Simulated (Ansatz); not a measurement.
The system is ZnS.

```
Zn S
1.0
     0.00000    2.70200    2.70200
     2.70200    0.00000    2.70200
     2.70200    2.70200    0.00000
Zn S
1 1
Direct
  0.75000 0.75000 0.75000
  0.00000 0.00000 0.00000
```

```yaml
Program: Ansatz 0.2.0
Task: relaxation of cell and atoms
Functional: RPBE
Dispersion: D3(BJ)
Potentials_or_basis: Ansatz PAW
Cutoff: "420 eV (not typed: the program's choice for these potentials)"
k_mesh: 9 × 9 × 9
Occupations: fermi-dirac, width 0.05 eV
Spin: no spin polarisation
```

At the start: volume 19.73 Å³/atom.

Question: How do energy, volume and symmetry change on relaxing?

Answer: It ends after 5 steps and the volume is 18.13 Å³/atom (-8.1 %); space group F-43m (No. 216, to 0.05 Å).

Step by step:
| step | energy change (eV) | largest force (eV/Å) | volume (Å³) |
| --- | --- | --- | --- |
| 1 | 0.0000 | 0.0000 | 39.45 |
| 2 | -0.0520 | 0.0000 | 37.65 |
| 3 | -0.0660 | 0.0000 | 36.04 |
| 4 | -0.0662 | 0.0000 | 36.27 |
| 5 | -0.0645 | 0.0000 | 36.27 |

Final structure:
```xyz
2
Lattice="0.0000 2.6272 2.6272 2.6272 0.0000 2.6272 2.6272 2.6272 0.0000" Properties=species:S:1:pos:R:3 pbc="T T T"
Zn    3.9408    3.9408    3.9408
S     0.0000    0.0000    0.0000
```

Caveat: the plane-wave basis is chosen anew once the cell has moved, so the energies of steps on either side of that aren't comparable; the PAW data sets come from PBE, with cores solved anew for the run's functional, which leaves a small shift of forces and pressure.
